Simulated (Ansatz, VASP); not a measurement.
# Pd in VASP and in Ansatz

The input INCAR:

```
PREC = Accurate
ENCUT = 520
EDIFF = 1E-6
ISMEAR = 0
SIGMA = 0.15
LREAL = False
LASPH = True
NELM = 100
ALGO = Fast
ISIF = 2
LWAVE = False
LCHARG = False
GGA = PS
NBANDS = 11
```

The input KPOINTS:

```
Automatic mesh
0
Gamma
  24 24 24
```

POSCAR

```
Pd
1.0
   -0.6149157145      1.6910182148      1.6910182148
    1.6910182148     -0.6149157145      1.6910182148
    1.6910182148      1.6910182148     -0.6149157145
Pd
1
Direct
    0.0000000000      0.0000000000      0.0000000000
```

Input for Ansatz:

```yaml
crystal:
  lattice:
    - [-0.6149157145, 1.6910182148, 1.6910182148]
    - [1.6910182148, -0.6149157145, 1.6910182148]
    - [1.6910182148, 1.6910182148, -0.6149157145]
  atoms:
    - { symbol: Pd, position: [0.0, 0.0, 0.0] }
basis:
  ecutwfc: 420
kpoints:
  mp_grid: { grid: [24, 24, 24] }
hamiltonian:
  xc: pbesol
scf:
  occupations: { method: gaussian, width: 0.15 }
output:
  forces: true
  stress: true
  eigenvalues: true
```

Alike in both runs: task single point; functional PBEsol; k mesh 24 × 24 × 24; occupations gaussian, width 0.15 eV; no spin polarisation.

|  | VASP | Ansatz |
| --- | --- | --- |
| version | VASP 6.6.1 | Ansatz 0.2.0 |
| potentials or method | VASP PAW PBE potentials, release 64 (Pd) | scalar-relativistic, plane waves, PAW |
| plane-wave cutoff (eV) | 520 | 420 |
| valence electrons in the cell | 10 | 18 |

```csv
,VASP,Ansatz,Ansatz less VASP
gap on the k mesh at the Fermi level (eV),none,none,-
pressure (GPa),25.1,25.8,+0.68
largest component of the traceless stress (GPa),5.41,5.51,+0.103
```

A gap of «none» marks a metal or a gap that the smearing closes. The two sets of potentials don't hold the same shells in valence.

Caveats: so large a pressure means that the cell lies far from this level's equilibrium, or that cutoff or potentials fall short (VASP); the potentials were made for another functional, which shifts forces and pressure (VASP).
